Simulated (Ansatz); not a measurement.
A run of Ansatz 0.2.0 is set up as follows.

input.yaml

```yaml
crystal:
  lattice:
    - [0.0, 2.9305, 2.9305]
    - [2.9305, 0.0, 2.9305]
    - [2.9305, 2.9305, 0.0]
  atoms:
    - { symbol: In, position: [0.0, 0.0, 0.0] }
    - { symbol: P, position: [0.75, 0.75, 0.75] }
hamiltonian:
  xc: pbe
  pseudopotentials: { kind: paw }
kpoints:
  mp_grid: { grid: [8, 8, 8] }
scf:
  occupations: { method: fermi_dirac, width: 0.05 }
output:
  forces: true
  stress: true
  write_density: true
  write_potential: true
  elf: true
  volumetric_format: npy
relax:
  f_tol: 0.01
  max_steps: 40
  cell: { stress_tol: 0.05 }
```

Potentials or basis: Ansatz PAW.

The run is started by

```bash
$ ansatz run input.yaml --threads 2 --pin off --max-ram 5632MiB --backend cpu --events-out ev --progress --plain --runs-dir out
```

**Question.** What does it give for the relaxed volume?

**Answer.** 26.47 Å³/atom.

**Question.** What does it give for the relaxed cell?

**Answer.** a = 4.214 Å, b = 4.214 Å, c = 4.214 Å, α = 60.00°, β = 60.00°, γ = 60.00°.

**Question.** What does it give for the band gap on the k mesh?

**Answer.** 0.44 eV, direct.

Final structure:
```
In P
1.0
     0.00000    2.98006    2.98006
     2.98006    0.00000    2.98006
     2.98006    2.98006    0.00000
In P
1 1
Direct
  0.00000 0.00000 0.00000
  0.75000 0.75000 0.75000
```

Caveat: the plane-wave basis is chosen anew once the cell has moved, so the energies of steps on either side of that aren't comparable; spin-orbit coupling is left out, which moves the levels of the heavy elements. PBE usually gives volumes a little too large and moduli too small.
